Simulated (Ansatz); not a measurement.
Elastic constants of SiC at 5 GPa (stress–strain coefficients): input and output

The calculation used Ansatz, DFT PBEsol, scalar-relativistic, plane waves, PAW.

Launched with:
```bash
ansatz run input.yaml --threads 1 --pin off --max-ram 3072MiB --backend cpu --events-out ev --progress --plain --runs-dir out
```

Input (bare energies are in eV):
```yaml
crystal:
  lattice:
    - [0.0, 2.1627585675, 2.1627585675]
    - [2.1627585675, 0.0, 2.1627585675]
    - [2.1627585675, 2.1627585675, 0.0]
  atoms:
    - { symbol: Si, position: [0.0, 0.0, 0.0] }
    - { symbol: C, position: [0.75, 0.75, 0.75] }
basis:
  ecutwfc: 420
kpoints:
  mp_grid: { grid: [12, 12, 12] }
hamiltonian:
  xc: pbesol
scf:
  occupations: { method: fixed }
output:
  forces: true
  stress: true
  eigenvalues: true
  polarization: {}
elastic:
  mode: relaxed_ion
  stencil: two_point
```

From the output:
```
--- Elastic constants: 2 strain directions × 2 members + reference (group order 24) ---
  dense FFT box of the reference and of every strained cell: 24×24×24
  strains applied: 11, 23; error gains: componentwise 1.00 (the most a stress slope's error grows in a printed constant), spectral 1.73 (1 for all six strains in a standard setting)
  C = ∂σ_k/∂η_j (tension-positive GPa; Voigt order 11 22 33 23 13 12):
       409.087    156.316    156.316     -0.000      0.000      0.000
       156.316    409.087    156.316     -0.000      0.000      0.000
       156.316    156.316    409.087     -0.000      0.000      0.000
        -0.000      0.000      0.000    251.422      0.000     -0.000
        -0.000     -0.000     -0.000     -0.000    251.422     -0.000
         0.000     -0.000      0.000      0.000     -0.000    251.422
  reference stress σ⁰ (GPa):     -4.999     -4.999     -4.999     -0.000      0.000      0.000
  C* (energy form; C + prestress term) asymmetry max|C*_kj − C*_jk| = 8.527e-14 GPa — a small one proves nothing (zero by symmetry where the batch's group is 432, −43m or m−3m); a large one is finite-difference/SCF noise where every solve ...
  moduli (Voigt/Reuss/Hill, GPa): K = 240.57/240.57/240.57   G = 201.41/180.14/190.77   E = 452.66   ν = 0.186
  mechanically stable: yes (min eigenvalue of sym C = 251.42 GPa)
  e, the proper piezoelectric tensor (elastic.mode: relaxed_ion; C/m²; rows x y z; Voigt order 11 22 33 23 13 12):
       0.00000   -0.00000   -0.00000   -0.10526    0.00000    0.00000
       0.00000    0.00000    0.00000   -0.00000   -0.10526   -0.00000
      -0.00000    0.00000   -0.00000   -0.00000   -0.00000   -0.10526
  ±, each entry's uncertainty from the finite density of the strings (C/m²), an estimate: the size of the correction for it that the entry includes:
       0.00000    0.00000    0.00000    0.00530    0.00000    0.00000
       0.00000    0.00000    0.00000    0.00000    0.00530    0.00000
       0.00000    0.00000    0.00000    0.00000    0.00000    0.00530
  the group's symmetry takes up to 7.7e-9 C/m² out of the measured responses: error of the strings' finite density and of the mesh across them, as far as it breaks the symmetry (raise kpoints.mp_grid and any string_points); the largest step ...
  strain η (Voigt 11):  stress-route row diagonal C_11 = 409.09 GPa, energy-path curvature d²(F+E_count+ΔE)/dδ²/Ω₀ = 409.57 GPa
         δ    σ_11 (GPa) F (eV) n_scf n_hpsi n_pw
    -2.000e-3      -5.8181        -868.6979984       7   26728    411   relax 0 steps, max|allowed force component| 1.67e-16 eV/Å
     2.000e-3      -4.1817        -868.7005598       7   26719    411   relax 0 steps, max|allowed force component| 1.67e-16 eV/Å
  strain η (Voigt 23):  stress-route row diagonal C_44 = 251.42 GPa, energy-path curvature d²(F+E_count+ΔE)/dδ²/Ω₀ = 254.49 GPa
         δ    σ_23 (GPa) F (eV) n_scf n_hpsi n_pw
    -2.000e-3      -0.5028        -868.6993140       5   35516    411   relax 3 steps, max|allowed force component| 5.04e-8 eV/Å
     2.000e-3       0.5028        -868.6993140       5   35485    411   relax 3 steps, max|allowed force component| 5.04e-8 eV/Å
--- Formal polarisation (Berry phase): one branch of a lattice of values; only differences between neighbouring runs are physical ---
  axis mesh electronic ionic p = total spread (rad) least overlap resolved gap  δp at fixed H ≤   (phases in cycles; p mod 2; gap in eV; gap and δp judge the states as solved, not the mesh's step, its ...
  b1    12×12×12        0.00000000     3.00000000     3.00000000      0.081009         0.9439        4.4763           8.2e-7
  b2    12×12×12        0.00000000     3.00000000     3.00000000      0.081009         0.9439        4.4763           8.2e-7
  b3    12×12×12       -0.00000000     3.00000000     3.00000000      0.081009         0.9439        4.4763           8.2e-7
  quantum along a1:   0.30234230 e/Å² =   484.405772 µC/cm²
  quantum along a2:   0.30234230 e/Å² =   484.405772 µC/cm²
  quantum along a3:   0.30234230 e/Å² =   484.405772 µC/cm²
  P = (  0.64136488,   0.64136488,   0.64136488) e/Å² = ( 1027.579819,  1027.579819,  1027.579819) µC/cm²  (mod the quanta)
```

The run took 45 s on 1 thread of AMD EPYC 7R43 64-Core Processor (Zen 3), on a shared host, peak memory 0.43 GiB.